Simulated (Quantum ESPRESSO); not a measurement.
**BP: zone-centre phonons and dielectric response under several settings**

```xyz
2
Lattice="0.0000 2.2690 2.2690 2.2690 0.0000 2.2690 2.2690 2.2690 0.0000" Properties=species:S:1:pos:R:3 pbc="T T T"
P     3.4035    3.4035    3.4035
B     0.0000    0.0000    0.0000
```

All runs used Quantum ESPRESSO 7.5; k mesh 8 × 8 × 8, shifted; given cell, atoms relaxed; no spin polarisation; occupations smeared at first, fixed for the response.

```csv
level,potentials,cutoff (eV),pressure (GPa),lowest optical mode without the field (cm⁻¹),highest mode with the field (cm⁻¹),ε∞ (mean),ε0 (mean),Born charge of atom 1 (e)
PBE,GBRV 1.5 PBE,612,0.9,804,809,9.15,9.3,0.51
PBE,SPMS 1.0 PBE,925,0.9,804,809,9.12,9.2,0.52
PBE,JTH 2.0 PBE,707,1.1,806,810,9.18,9.3,0.50
PBE,SG15 PBE 1.2,952,0.3,802,807,9.10,9.2,0.53
PBE,SSSP 1.3 efficiency PBE,748,?,?,?,?,?,?
PBE,PseudoDojo 0.4.1 SR PBE standard,1034,1.0,805,810,9.12,9.2,0.52
PBE,PseudoDojo 0.4 SR PBE stringent,1034,1.0,805,810,9.12,9.2,0.52
```

Q: What stands in the row left open?

A: Pressure 1.1 GPa; lowest optical mode without the field 806 cm⁻¹; highest mode with the field 810 cm⁻¹; ε∞ 9.16; ε0 9.3; Born charge of atom 1 0.51 e.
